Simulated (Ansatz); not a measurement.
TiAl (P-6m2), one atom moved over a plane

Computed with Ansatz 0.2.0, DFT PBEsol, scalar-relativistic, plane waves, PAW. Cutoff 420 eV, Γ-centred 18×18×10 k-points, Gaussian smearing of 0.15 eV. No spin polarisation. Energies are free energies at this smearing, counted from the undisturbed cell; pressure is positive in compression.

Reference structure (as given, not relaxed at this level; it stands at -2.8 GPa, and it needn't be the usual structure):

```
Ti Al
1.0
     2.86726    0.00000    0.00000
    -1.43363    2.48312    0.00000
     0.00000    0.00000    4.67808
Ti Al
1 1
Direct
  0.00000 0.00000 0.00000
  0.33333 0.66667 0.50000
```

Atom 1 (Ti) is moved by p along (0.707, 0.707, 0.000) and q along (0.000, 0.000, 1.000) (Å), all else fixed. Points are written (p, q).

Energy above the undisturbed cell in eV/cell (a dash: not computed):

| p \ q | -0.600 | -0.300 | 0.000 | 0.300 | 0.600 |
| --- | --- | --- | --- | --- | --- |
| -0.600 | 2.38 | 0.86 | 0.42 | 0.86 | 2.38 |
| -0.300 | 1.61 | 0.44 | 0.10 | 0.44 | 1.61 |
| 0.000 | 1.38 | 0.31 | 0.00 | 0.31 | 1.38 |
| 0.300 | 1.54 | – | 0.07 | – | 1.54 |
| 0.600 | 1.85 | 0.58 | 0.21 | 0.58 | 1.85 |

Pressure in GPa:

| p \ q | -0.600 | -0.300 | 0.000 | 0.300 | 0.600 |
| --- | --- | --- | --- | --- | --- |
| -0.600 | 20.3 | 5.5 | 0.6 | 5.5 | 20.3 |
| -0.300 | 16.0 | 2.5 | -2.0 | 2.5 | 16.0 |
| 0.000 | 14.6 | 1.4 | -2.8 | 1.4 | 14.6 |
| 0.300 | 15.6 | – | -2.2 | – | 15.6 |
| 0.600 | 17.6 | 3.6 | -1.0 | 3.6 | 17.6 |